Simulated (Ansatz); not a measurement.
## InPd in Ansatz: the effect of functional

InPd:

```
In Pd
1.0
     3.33606    0.00000    0.00000
     0.00000    3.33606    0.00000
     0.00000    0.00000    3.33606
In Pd
1 1
Direct
  0.00000 0.00000 0.00000
  0.50000 0.50000 0.50000
```

The cell comes from a database or a generator and needn't be the stable form of this composition.

The cell isn't the ideal one: volume scaled by 1.06.

Alike in all runs:

```yaml
Program: Ansatz 0.2.0
Task: single point
Potentials_or_basis: Ansatz PAW
k_mesh: 8 × 8 × 8
Occupations: fermi-dirac, width 0.05 eV
Spin: no spin polarisation
```

Problem. One run gave: pressure -7.0 GPa. Which functional did it use?
A. r2SCAN
B. PBEsol
C. LDA

Solution. A.

```csv
functional,cutoff,pressure (GPa)
LDA,420 eV (not typed: the program's choice for these potentials),-12.3
PBEsol,420 eV (not typed: the program's choice for these potentials),-9.0
r2SCAN,500 eV (not typed: the program's choice for these potentials),-7.0
```

Caveats: the PAW data sets come from PBE, with cores solved anew for the run's functional, which leaves a small shift of forces and pressure.
